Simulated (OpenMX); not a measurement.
Wanted: the native input for an OpenMX 3.8.5 run.

* Task: single point
* Functional: PBE
* Potentials or basis: OpenMX 2013 PBE set, K10.0-s3p2d1, grid cutoff 260 Ry
* k mesh: 7 × 7 × 7
* Occupations: fermi-dirac, width 0.05 eV
* Spin: no spin polarisation
* Mixing scheme: rmm-diisk
* SCF threshold: 1e-08 Ha
* Solver: band
* Max SCF cycles: 100

K:

```
CELL_PARAMETERS angstrom
-2.69756 2.69756 2.69756
2.69756 -2.69756 2.69756
2.69756 2.69756 -2.69756
ATOMIC_POSITIONS crystal
K 0.00000 0.00000 0.00000
```

These files were run (other wordings do the same):

K.dat

```
System.CurrrentDirectory             ./
System.Name                          K
DATA.PATH                            ./DFT_DATA13
level.of.stdout                      1
level.of.fileout                     0
Species.Number                       1
<Definition.of.Atomic.Species
  K   K10.0-s3p2d1           K_PBE13
Definition.of.Atomic.Species>

Atoms.Number                         1
Atoms.SpeciesAndCoordinates.Unit     FRAC
<Atoms.SpeciesAndCoordinates
    1  K     0.0000000000    0.0000000000    0.0000000000   4.500  4.500
Atoms.SpeciesAndCoordinates>

Atoms.UnitVectors.Unit               Ang
<Atoms.UnitVectors
    -2.6975585167    2.6975585167    2.6975585167
     2.6975585167   -2.6975585167    2.6975585167
     2.6975585167    2.6975585167   -2.6975585167
Atoms.UnitVectors>

scf.XcType                           GGA-PBE
scf.SpinPolarization                 off
scf.ElectronicTemperature            580.226
scf.energycutoff                     260.0
scf.maxIter                          100
scf.EigenvalueSolver                 band
scf.Kgrid                            7 7 7
scf.Mixing.Type                      rmm-diisk
scf.Init.Mixing.Weight               0.05
scf.Min.Mixing.Weight                0.001
scf.Max.Mixing.Weight                0.3
scf.Mixing.History                   25
scf.Mixing.StartPulay                8
scf.criterion                        1.0e-8
scf.stress.tensor                    on
MD.Type                              nomd
```

Potentials or basis: OpenMX 2013 PBE set, K10.0-s3p2d1, grid cutoff 260 Ry.

Launch:

```bash
$ openmx K.dat -nt 1 > K.std
```

It gave:

```
Pressure               : -0.2 GPa
Band gap on the k mesh : none (metal or under the smearing width)
```

Caveat: the basis of atomic orbitals isn't converged, which shifts pressures, moduli and gaps.

Wall time 30 s on 1 thread of Arm Neoverse N1, on a shared host, peak memory 0.42 GiB.
